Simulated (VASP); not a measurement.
**P under changes of volume**

One of the cells (128.191 Å³/atom); the others are scaled copies at fixed shape and fractional positions:

```
P
1.0
     3.28427    0.00000    0.00000
     0.00000   35.16801    0.00000
     0.00000    0.00000    4.43948
P
4
Direct
  0.50000 0.97000 0.91712
  0.50000 0.03000 0.08288
  0.00000 0.03000 0.41712
  0.00000 0.97000 0.58288
```

| Property | Result |
| --- | --- |
| Program | VASP 6.6.1 |
| Functional | PBEsol |
| Potentials or basis | VASP PAW PBE potentials, release 64 (P) |
| Cutoff | 520 eV |
| k mesh | 8 × 1 × 6 |
| Occupations | gaussian, width 0.02 eV |
| Spin | no spin polarisation |

```csv
volume (Å³/atom),energy over the lowest point (meV/atom),gap on the mesh (eV),largest force (eV/Å)
123.064,8.53,0.69,0.388
125.628,2.12,0.71,0.191
128.191,0.00,0.73,0.010
130.755,1.75,0.75,0.162
133.319,?,?,?
```

Task: What does the run at 133.319 Å³/atom give?

Result: Energy over the lowest point 6.97 meV/atom; gap on the mesh 0.78 eV; largest force 0.320 eV/Å.

Worked out: A Birch-Murnaghan fit of order 2 (a polynomial in V^(-2/3)) to the other rows has its minimum at 128.27 Å³/atom with B0 = V·E''(V) = 12.1 GPa at fixed shape and positions, which overstates the stiffness. It gives 7.01 meV/atom at 133.319 Å³/atom, against the run's 6.97. A straight line through the other rows of the gap, of slope 0.99 eV per unit of ln V (its deformation potential), extrapolates to 0.77 eV, against the run's 0.78.

Energies are extrapolated to zero smearing.

Caveats: the PAW data sets were made with another functional, which shifts forces and pressure a little.

A mesh can miss the band edges.
